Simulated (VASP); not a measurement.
# Al (Fm-3m) in VASP: density of states with PBE

Aim: the density of states of Al with PBE.

Everything below comes from runs of VASP 6.6.1. Logs are shortened: lines on timing, memory, paths and dates and some standing lists are left out, and cuts for length are marked.

**1. The structure**

It takes space group Fm-3m (No. 225, cubic). Conventional cell: a = 4.037 Å, b = 4.037 Å, c = 4.037 Å, α = 90.00°, β = 90.00°, γ = 90.00°. Around Al (site symmetry m-3m) lie 12 Al at 2.85 Å.

**2. Density of states, PBE**

POSCAR reads:

```
Al                                      
1.0
    0.0000000000      2.0187464442      2.0187464442
    2.0187464442      0.0000000000      2.0187464442
    2.0187464442      2.0187464442      0.0000000000
  Al            
     1
Direct
     0.0000000000000000    0.0000000000000000    0.0000000000000000
```

INCAR.step1 reads:

```
ALGO = Normal
EDIFF = 1E-7
ENCUT = 520
GGA = PE
ISIF = 2
ISMEAR = 0
LASPH = T
LCHARG = T
LREAL = F
LWAVE = F
NBANDS = 8
NELM = 60
PREC = Accurate
SIGMA = 0.1
```

KPOINTS.step1 reads:

```
k-points
0
Gamma
  10 10 10
```

INCAR.step2 reads:

```
ALGO = Normal
EDIFF = 1E-7
ENCUT = 520
GGA = PE
ICHARG = 11
ISIF = 2
ISMEAR = -5
LASPH = T
LCHARG = F
LORBIT = 11
LREAL = F
LWAVE = F
NBANDS = 8
NEDOS = 1001
NELM = 60
PREC = Accurate
SIGMA = 0.1
```

KPOINTS.step2 reads:

```
k-points
0
Gamma
  15 15 15
```

Potentials or basis: VASP PAW PBE potentials, release 64 (Al).

The run is started by

```console
$ cat potpaw_PBE.64/Al/POTCAR > POTCAR
$ cp INCAR.step1 INCAR
$ cp KPOINTS.step1 KPOINTS
$ mpirun -np 1 vasp_std > vasp.out
$ cp INCAR.step2 INCAR
$ cp KPOINTS.step2 KPOINTS
$ mpirun -np 1 vasp_std > vasp.out
```

OUTCAR:

```text
EDIFF = 1E-7
   ENCUT = 520
   GGA = PE
   ICHARG = 11
   ISIF = 2
   ISMEAR = -5
   LASPH = T
   LORBIT = 11
   LREAL = F
   NELM = 60
   PREC = Accurate

 ion  position               nearest neighbor table
   1  0.000  0.000  0.000-

  LATTYP: Found a face centered cubic cell.
 ALAT       =     4.0374928884

  Lattice vectors:

 A1 = (   0.0000000000,   2.0187464442,   2.0187464442)
 A2 = (   2.0187464442,   0.0000000000,   2.0187464442)
 A3 = (   2.0187464442,   2.0187464442,   0.0000000000)

Analysis of symmetry for initial positions (statically):
=====================================================================
 Subroutine PRICEL returns:
 Original cell was already a primitive cell.

 Routine SETGRP: Setting up the symmetry group for a
 face centered cubic supercell.

 Subroutine GETGRP returns: Found 48 space group operations
 (whereof 48 operations were pure point group operations)
 out of a pool of 48 trial point group operations.

The static configuration has the point symmetry O_h .

Analysis of symmetry for dynamics (positions and initial velocities):
=====================================================================
 Subroutine PRICEL returns:
 Original cell was already a primitive cell.

 Routine SETGRP: Setting up the symmetry group for a
 face centered cubic supercell.

 Subroutine GETGRP returns: Found 48 space group operations
 (whereof 48 operations were pure point group operations)
 out of a pool of 48 trial point group operations.

The dynamic configuration has the point symmetry O_h .

 Subroutine INISYM returns: Found 48 space group operations
 (whereof 48 operations are pure point group operations),
 and found     1 'primitive' translations

----------------------------------------------------------------------------------------

                                     Primitive cell

  volume of cell :      16.4541

  direct lattice vectors                    reciprocal lattice vectors
     0.000000000  2.018746444  2.018746444    -0.247678455  0.247678455  0.247678455
     2.018746444  0.000000000  2.018746444     0.247678455 -0.247678455  0.247678455
     2.018746444  2.018746444  0.000000000     0.247678455  0.247678455 -0.247678455

  length of vectors
     2.854938600  2.854938600  2.854938600     0.428991668  0.428991668  0.428991668

  position of ions in fractional coordinates (direct lattice)
     0.000000000  0.000000000  0.000000000

  ion indices of the primitive-cell ions
   primitive index   ion index
                 1           1

----------------------------------------------------------------------------------------

 KPOINTS: k-points

Automatic generation of k-mesh.
 Grid dimensions read from file:
 generate k-points for:   15   15   15

 Generating k-lattice:

  Cartesian coordinates                     Fractional coordinates (reciprocal lattice)
    -0.016511897  0.016511897  0.016511897     0.066666667  0.000000000  0.000000000
     0.016511897 -0.016511897  0.016511897     0.000000000  0.066666667  0.000000000
     0.016511897  0.016511897 -0.016511897     0.000000000  0.000000000  0.066666667

  Length of vectors
     0.028599445  0.028599445  0.028599445

  Shift w.r.t. Gamma in fractional coordinates (k-lattice)
     0.000000000  0.000000000  0.000000000

 TETIRR: Found    484 inequivalent tetrahedra from    20250

 Subroutine IBZKPT returns following result:
 ===========================================

 Found    120 irreducible k-points:

 Following reciprocal coordinates:
            Coordinates               Weight
  0.000000  0.000000  0.000000      1.000000
  0.066667  0.000000  0.000000      8.000000
  0.133333  0.000000  0.000000      8.000000
  0.200000  0.000000  0.000000      8.000000
  0.266667  0.000000  0.000000      8.000000
  0.333333  0.000000  0.000000      8.000000
[... 16 lines left out ...]
  0.133333  0.133333  0.000000      6.000000
  0.200000  0.133333  0.000000     24.000000
 [... further k-points ...]
   k-points           NKPTS =    120   k-points in BZ     NKDIM =    120   number of bands    NBANDS=      8
   number of dos      NEDOS =   1001   number of ions     NIONS =      1
   total plane-waves  NPLWV =  13824
   dimension x,y,z NGX =    24 NGY =   24 NGZ =   24
   dimension x,y,z NGXF=    48 NGYF=   48 NGZF=   48
   ions per type =               1
   NGX,Y,Z   is equivalent  to a cutoff of  13.98, 13.98, 13.98 a.u.
   NGXF,Y,Z  is equivalent  to a cutoff of  27.95, 27.95, 27.95 a.u.
 SYSTEM =  unknown system
   PREC   = accura    normal or accurate (medium, high low for compatibility)
   ISTART =      0    job   : 0-new  1-cont  2-samecut
   ICHARG =     11    charge: 1-file 2-atom 10-const
   ISPIN  =      1    spin polarized calculation?
   LNONCOLLINEAR =      F non collinear calculations
   LSORBIT =      F    spin-orbit coupling
   LASPH  =      T    aspherical Exc in radial PAW
   ENCUT  =  520.0 eV  38.22 Ry    6.18 a.u.   5.31  5.31  5.31*2*pi/ulx,y,z
   NELM   =     60;   NELMIN=  2; NELMDL=  0     # of ELM steps
   EDIFF  = 0.1E-06   stopping-criterion for ELM
   LREAL  =      F    real-space projection
   EDIFFG = 0.1E-05   stopping-criterion for IOM
   NSW    =      0    number of steps for IOM
   IBRION =     -1    ionic relax: 0-MD 1-quasi-New 2-CG
   NFREE  =      0    steps in history (QN), initial steepest desc. (CG)
   ISIF   =      2    stress and relaxation
   ISYM   =      2    0-nonsym 1-usesym 2-fastsym
   POTIM  = 0.5000    time-step for ionic-motion
   TEBEG  =    0.0;   TEEND  =   0.0 temperature during run
   PSTRESS=    0.0 pullay stress
   NELECT =       3.0000    total number of electrons
   NUPDOWN=      -1.0000    fix difference up-down
   EMIN   =  10.00;   EMAX   =-10.00  energy-range for DOS
   EFERMI =   0.00;   METHOD = LEGACY
   ISMEAR =    -5;   SIGMA  =   0.10  broadening in eV -4-tet -1-fermi 0-gaus
   EFERMI_NEDOS =   21; number of points for ismear=-14 and -15
   IALGO  =     38    algorithm
   IMIX   =      4    mixing-type and parameters
     AMIX     =   0.40;   BMIX     =  1.00
     AMIX_MAG =   1.60;   BMIX_MAG =  1.00
  volume/ion in A,a.u.               =      16.45       111.04
  Fermi-wavevector in a.u.,A,eV,Ry     =   0.928304  1.754240 11.724793  0.861748
  Thomas-Fermi vector in A             =   2.054466
   LORBIT       =     11    0 simple, 1 ext, 2 COOP (PROOUT), +10 PAW based schemes
   GGA     = PE    functional components
   LHFCALC =     F    Hartree Fock is set to
   AEXX    =    0.0000 exact exchange contribution
   IVDW    =     0    specifies the selected vdW correction
   LEPSILON=     F    determine dielectric tensor
   LRPA    =     F    only Hartree local field effects (RPA)
 non-spin polarized calculation
 Fermi weights with tetrahedron method with Bloechl corrections
  energy-cutoff  :      520.00
  volume of cell :       16.45
 maximum number of plane-waves:       459
 NGX is ok and might be reduce to    24

 number of electron       3.0000000 magnetization

 Free energy of the ion-electron system (eV)
  ---------------------------------------------------
  ext. energy  EPLUGINS =         0.00000000
  ---------------------------------------------------
  free energy    TOTEN  =        -3.74218021 eV

  energy without entropy =       -3.74218021  energy(sigma->0) =       -3.74218021

 E-fermi :   8.0762     XC(G=0): -10.2075

 val. band max:        8.1403697452   @ k =  -0.4667   0.3333   0.0000
 cond. band min:       7.8302199253   @ k =  -0.3333   0.4000   0.0667
 fundamental gap:     -0.3101498199
 Fermi energy:         8.0761866530

 k-point     1 :       0.0000    0.0000    0.0000
  band No.  band energies     occupation
      1      -3.1254      2.00000
      2      20.6627      0.00000
      3      20.6627      0.00000
      4      20.6627      0.00000
      5      22.1748      0.00000
      6      22.1748      0.00000
      7      22.1748      0.00000
      8      24.5135      0.00000

 k-point     2 :       0.0667    0.0000    0.0000
  band No.  band energies     occupation
      1      -3.0044      2.00000
      2      18.7130      0.00000
      3      20.2524      0.00000
      4      20.2524      0.00000
      5      22.7728      0.00000
      6      22.7728      0.00000
      7      22.7988      0.00000
      8      25.7540      0.00000

 k-point     3 :       0.1333    0.0000    0.0000
  band No.  band energies     occupation
      1      -2.6419      2.00000
      2      16.0190      0.00000
      3      19.6524      0.00000
      4      19.6524      0.00000
      5      22.7498      0.00000
      6      23.8436      0.00000
      7      23.8436      0.00000
      8      25.5800      0.00000

 k-point     4 :       0.2000    0.0000    0.0000
  band No.  band energies     occupation
      1      -2.0398      2.00000
      2      13.3702      0.00000
      3      19.1860      0.00000
      4      19.1860      0.00000
      5      22.5342      0.00000
      6      23.7035      0.00000
      7      23.7035      0.00000
      8      25.7867      0.00000

 k-point     5 :       0.2667    0.0000    0.0000
  band No.  band energies     occupation
      1      -1.2011      2.00000
      2      10.8610      0.00000
      3      18.9035      0.00000
      4      18.9035      0.00000
      5      22.3837      0.00000
      6      22.5147      0.00000
      7      22.5147      0.00000
      8      26.5242      0.00000
[... 177 lines left out ...]
 k-point    22 :      -0.0667    0.0667    0.0000
  band No.  band energies     occupation
      1      -2.8029      2.00000
      2      17.5707      0.00000
      3      18.3638      0.00000
      4      20.9766      0.00000
      5      22.3713      0.00000
      6      23.2506      0.00000
      7      23.9629      0.00000
      8      25.3263      0.00000

 k-point    23 :       0.1333    0.1333    0.0000
  band No.  band energies     occupation
      1      -2.4810      2.00000
      2      17.7715      0.00000
      3      17.7715      0.00000
      4      17.9876      0.00000
      5      20.8912      0.00000
      6      22.2533      0.00000
      7      25.9788      0.00000
      8      25.9789      0.00000

 k-point    24 :       0.2000    0.1333    0.0000
  band No.  band energies     occupation
      1      -2.0398      2.00000
      2      15.3896      0.00000
      3      17.1290      0.00000
      4      18.3226      0.00000
      5      20.5413      0.00000
      6      21.0855      0.00000
      7      26.4555      0.00000
      8      26.9074      0.00000

 [... further k-points ...]

------------------------ aborting loop because EDIFF is reached ----------------------------------------

  FORCE on cell =-STRESS in cart. coord.  units (eV):
  Direction    XX          YY          ZZ          XY          YZ          ZX
  --------------------------------------------------------------------------------------
  -------------------------------------------------------------------------------------
  Total       -0.0272479     -0.0272479     -0.0272479     -0.0000000      0.0000000     -0.0000000
  in kB       -2.6531931     -2.6531931     -2.6531931     -0.0000000      0.0000000     -0.0000000
  external PRESSURE =      -2.6531931 kB  Pullay stress =       0.0000000 kB

 VOLUME and BASIS-vectors are now :
 -----------------------------------------------------------------------------
  energy-cutoff  :      520.00
  volume of cell :       16.45
      direct lattice vectors                 reciprocal lattice vectors
     0.000000000  2.018746444  2.018746444    -0.247678455  0.247678455  0.247678455
     2.018746444  0.000000000  2.018746444     0.247678455 -0.247678455  0.247678455
     2.018746444  2.018746444  0.000000000     0.247678455  0.247678455 -0.247678455

 POSITION                                       TOTAL-FORCE (eV/Angst)
 -----------------------------------------------------------------------------------
      0.00000      0.00000      0.00000        -0.000000     -0.000000     -0.000000
 -----------------------------------------------------------------------------------
    total drift:                                0.000000      0.000000      0.000000

  FREE ENERGIE OF THE ION-ELECTRON SYSTEM (eV)
  ---------------------------------------------------
  free  energy   TOTEN  =        -3.7421802144 eV

  energy  without entropy=       -3.7421802144  energy(sigma->0) =       -3.74218021

 total charge

# of ion       s       p       d       tot
------------------------------------------
    1        0.425   0.342   0.000   0.766
```

Wall time 7 s (1 thread of Intel Xeon 6975P-C (Granite Rapids), shared host); peak memory 0.13 GiB.

Results:

| Property | Result |
| --- | --- |
| Valence electrons inside the program's atomic spheres | Al 0.77 |

States per cell in windows of 0.5 eV (zero at the Fermi level; states under -8 eV left out):
```tsv
from (eV)	total	Al1_p	Al1_s	Al1_d
-8.0	0.11	0.01	0.02	0.00
-7.5	0.12	0.01	0.02	0.00
-7.0	0.13	0.01	0.02	0.00
-6.5	0.12	0.01	0.02	0.00
-6.0	0.14	0.01	0.02	0.00
-5.5	0.15	0.02	0.02	0.00
-5.0	0.17	0.02	0.02	0.00
-4.5	0.16	0.02	0.02	0.00
-4.0	0.16	0.02	0.02	0.00
-3.5	0.19	0.03	0.02	0.00
-3.0	0.19	0.03	0.02	0.00
-2.5	0.17	0.03	0.02	0.00
-2.0	0.17	0.03	0.02	0.00
-1.5	0.20	0.03	0.02	0.00
-1.0	0.20	0.03	0.02	0.00
-0.5	0.18	0.03	0.01	0.00
0.0	0.21	0.03	0.02	0.00
0.5	0.21	0.03	0.02	0.00
1.0	0.21	0.03	0.02	0.00
1.5	0.23	0.03	0.02	0.00
2.0	0.23	0.03	0.02	0.00
2.5	0.23	0.03	0.02	0.00
3.0	0.24	0.04	0.02	0.00
3.5	0.24	0.04	0.02	0.00
4.0	0.25	0.04	0.02	0.00
4.5	0.26	0.05	0.02	0.00
5.0	0.29	0.06	0.02	0.00
5.5	0.30	0.06	0.02	0.00
6.0	0.28	0.06	0.02	0.00
6.5	0.27	0.06	0.01	0.00
7.0	0.26	0.06	0.01	0.00
7.5	0.26	0.05	0.01	0.00
```

Caveat: tetrahedron occupations give inexact forces and stress in metals.
